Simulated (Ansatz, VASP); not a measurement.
**MgO: VASP beside Ansatz**

```
Mg O
1.0
     3.49192    0.00000    0.00000
    -1.74596    3.02409    0.00000
     0.00000    0.00000    4.47122
Mg O
2 2
Direct
  0.33333 0.66667 0.00216
  0.66667 0.33333 0.50216
  0.33333 0.66667 0.40244
  0.66667 0.33333 0.90244
```

Alike in both runs: task single point; functional LDA; k mesh 9 × 9 × 6; occupations gaussian, width 0.05 eV; no spin polarisation.

|  | VASP | Ansatz |
| --- | --- | --- |
| version | VASP 6.6.1 | Ansatz 0.2.0 |
| potentials or method | VASP PAW LDA potentials, release 64 (Mg, O) | scalar-relativistic, plane waves, PAW |
| plane-wave cutoff (eV) | 520 | 420 |
| valence electrons in the cell | 16 | 32 |

VASP gave:

* gap on the k mesh at the Fermi level (eV): 3.19
* least direct gap on the mesh (eV): 3.19
* pressure (GPa): -2.2
* largest component of the traceless stress (GPa): 24.26
* rms of the force components (eV/Å): 1.507

Task: What did Ansatz give for the same quantities?

Result: gap on the k mesh at the Fermi level (eV): 3.19; least direct gap on the mesh (eV): 3.19; pressure (GPa): -1.2; largest component of the traceless stress (GPa): 23.30; rms of the force components (eV/Å): 1.458.

Atom by atom the forces differ by 0.049 eV/Å (rms over components). The two sets of potentials don't hold the same shells in valence.

Caveats: an odd mesh through Γ misses points on the zone boundary, where band edges often lie; forces of over 1 eV/Å show positions far from the minimum, so gaps and moduli don't describe the material at rest. Expect the measured gap to be larger: semilocal functionals such as LDA lack the derivative discontinuity.
